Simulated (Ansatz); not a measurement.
Input of an Ansatz 0.2.0 run:

The input input.yaml:

```yaml
crystal:
  lattice:
    - [2.82766816, 1.63255497, 2.31773161]
    - [-2.82766816, 1.63255497, 2.31773161]
    - [0.0, -3.26510994, 2.31773161]
  atoms:
    - { symbol: Ba, position: [0.03347316, 0.98846853, 0.00183776] }
    - { symbol: Ti, position: [0.50610326, 0.52748478, 0.53723216] }
    - { symbol: O, position: [0.48624715, 0.49714708, 0.97115146] }
    - { symbol: O, position: [0.47408987, 0.98641501, 0.47201237] }
    - { symbol: O, position: [0.97878656, 0.47918459, 0.49646624] }
hamiltonian:
  xc: pbe
  pseudopotentials: { kind: paw }
  hubbard: { sites: [{ species: Ti, l: d, u_eff: 1.0 }] }
kpoints:
  mp_grid: { grid: [7, 7, 7] }
scf:
  occupations: { method: fermi_dirac, width: 0.05 }
output:
  forces: true
  stress: true
  eigenvalues: true
relax:
  f_tol: 0.01
  max_steps: 40
  cell: { stress_tol: 0.05 }
```

Potentials or basis: Ansatz PAW.

The run is started by

```bash
$ ansatz run input.yaml --threads 2 --pin off --max-ram 5632MiB --backend cpu --events-out ev --progress --plain --runs-dir out
```

(1) Estimate the band gap on the k mesh.

(2) What does it give for the relaxed cell?

(3) What does it give for the space group after relaxing (to 0.05 Å)?

(4) Predict the relaxed volume.

Results:

(1) 2.68 eV, indirect (least direct gap 3.10 eV).

(2) a = 4.059 Å, b = 4.059 Å, c = 4.055 Å, α = 90.27°, β = 90.27°, γ = 89.72°.

(3) R3m (No. 160).

(4) 13.36 Å³/atom.

Caveat: odd divisions of the mesh miss points on the zone boundary, where band edges often lie, so the gap on the mesh can be too wide; the plane-wave basis is chosen anew once the cell has moved, so the energies of steps on either side of that aren't comparable; the pressure holds a Pulay correction of +0.5 GPa for the finite cutoff; spin-orbit coupling is left out, which moves the levels of the heavy elements.
